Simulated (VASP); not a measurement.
Input of a VASP 6.6.1 run:

The input INCAR:

```
SYSTEM = Al
  PREC = Accurate
  ENCUT = 520
  EDIFF = 1E-6
  ISMEAR = 0
  SIGMA = 0.1
  LREAL = .False.
  LASPH = .True.
  NELM = 100
  ALGO = Fast
  ISIF = 2
  LWAVE = .False.
  LCHARG = .False.
  GGA = PE
  NBANDS = 14
```

File KPOINTS:

```
regular mesh
0
Gamma
  14 14 4
  0 0 0
```

Contents of POSCAR:

```
Al
1.0
    2.8850321032     -0.1130830810      0.0630438176
   -1.5404488725      2.6681405575     -0.1260760474
    0.2048476455     -0.3547630524      9.2484578229
Al
4
Direct
   -0.0867772545     -0.0024552030     -0.0150655137
    0.4010449388      0.7005224744      0.2500000000
   -0.0867772545     -0.0843220515      0.5150655137
    0.7725095703      0.3862547801      0.7500000000
```

Potentials or basis: VASP PAW PBE potentials, release 64 (Al).

Run with:

```console
$ cat potpaw_PBE.64/Al/POTCAR > POTCAR
$ mpirun -np 1 vasp_std > vasp.out
```

(1) Predict the largest force.

(2) Predict the pressure.

(3) What does it give for the band gap on the k mesh?

Results:

(1) 0.679 eV/Å.

(2) -0.8 GPa.

(3) none (metal or under the smearing width).
